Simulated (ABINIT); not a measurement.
The system is KBr.

```
CELL_PARAMETERS angstrom
0.00000 3.30000 3.30000
3.30000 0.00000 3.30000
3.30000 3.30000 0.00000
ATOMIC_POSITIONS crystal
Br 0.50000 0.50000 0.50000
K 0.00000 0.00000 0.00000
```

Base run:

* Program: ABINIT 10.8.3 (patched build)
* Functional: revPBE
* Potentials or basis: JTH PAW PBE v2.0
* Cutoff: 435 eV
* k mesh: 7 × 7 × 7
* Occupations: fermi-dirac, width 0.05 eV
* Spin: spin-orbit coupling, no magnetisation

Its results: band gap on the k mesh 4.57 eV, direct; pressure 1.9 GPa.

**Question.** The run is repeated on the same cell with these changes: functional from revPBE to rPW86PBE. What comes out?

**Answer.** Band gap on the k mesh 4.07 eV, direct; pressure 0.8 GPa.

Caveats: the PAW data sets were made with another functional, which shifts forces and pressure a little.

Not every run made on this cell is shown here.
